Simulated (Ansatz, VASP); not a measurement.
SnO2 (Cassiterite) in VASP and in Ansatz

INCAR

```
PREC     = Accurate       # precision mode
ENCUT    = 600            # plane-wave cutoff, eV
EDIFF    = 1E-7           # SCF threshold, eV
ISMEAR   = -1             # smearing method
SIGMA    = 0.05           # smearing width, eV
LREAL    = F              # projectors in reciprocal space
LASPH    = T              # aspherical terms in the spheres
NELM     = 80             # most SCF steps
ALGO     = Fast           # electronic algorithm
ISIF     = 3              # what is computed and relaxed
LWAVE    = F              # write WAVECAR
LCHARG   = F              # write CHGCAR
GGA      = RP             # functional
IVDW     = 12             # dispersion correction
IBRION   = 2              # ionic algorithm
NSW      = 40             # ionic steps
EDIFFG   = -0.005         # ionic threshold
```

The input KPOINTS:

```
Automatic mesh
0
Gamma
  6 6 8
```

The input POSCAR:

```
SnO2
1.0
    4.7380000000      0.0000000000      0.0000000000
    0.0000000000      4.7380000000      0.0000000000
    0.0000000000      0.0000000000      3.1865000000
Sn O
2 4
Direct
    0.5000000000      0.5000000000      0.5000000000
    0.0000000000      0.0000000000      0.0000000000
    0.8071000000      0.1929000000      0.5000000000
    0.6929000000      0.6929000000      0.0000000000
    0.1929000000      0.8071000000      0.5000000000
    0.3071000000      0.3071000000      0.0000000000
```

The input input.yaml:

```yaml
crystal:
  lattice:
    - [4.738, 0.0, 0.0]
    - [0.0, 4.738, 0.0]
    - [0.0, 0.0, 3.1865]
  atoms:
    - { symbol: Sn, position: [0.5, 0.5, 0.5] }
    - { symbol: Sn, position: [0.0, 0.0, 0.0] }
    - { symbol: O, position: [0.8071, 0.1929, 0.5] }
    - { symbol: O, position: [0.6929, 0.6929, 0.0] }
    - { symbol: O, position: [0.1929, 0.8071, 0.5] }
    - { symbol: O, position: [0.3071, 0.3071, 0.0] }
hamiltonian:
  xc: rpbe
  pseudopotentials: { kind: paw }
  dispersion: d3bj
kpoints:
  mp_grid: { grid: [6, 6, 8] }
scf:
  occupations: { method: fermi_dirac, width: 0.05 }
output:
  forces: true
  stress: true
relax:
  f_tol: 0.01
  max_steps: 40
  cell: { stress_tol: 0.05 }
```

Alike in both runs: task relaxation of cell and atoms; functional RPBE; dispersion D3(BJ); k mesh 6 × 6 × 8; occupations fermi-dirac, width 0.05 eV; no spin polarisation.

|  | VASP | Ansatz |
| --- | --- | --- |
| version | VASP 6.6.1 | Ansatz 0.2.0 |
| potentials or method | VASP PAW PBE potentials, release 64 (Sn_d, O) | Ansatz PAW |
| plane-wave cutoff (eV) | 600 | 420 |
| valence electrons in the cell | 52 | 52 |

```tsv
	VASP	Ansatz	Ansatz less VASP
relaxed volume (Å³/atom)	11.90	11.87	-0.023
relaxed cell length with the largest relative difference (Å)	3.199	3.196	-0.0030
energy change over the relaxation (meV/atom)	-2	-2	+0.1
```

Caveats: the PAW data sets were made with another functional, which shifts forces and pressure a little (VASP); the plane-wave basis is chosen anew once the cell has moved, so the energies of steps on either side of that aren't comparable (Ansatz); the pressure holds a Pulay correction of +0.8 GPa for the finite cutoff (Ansatz); the PAW data sets come from PBE, with cores solved anew for the run's functional, which leaves a small shift of forces and pressure (Ansatz).
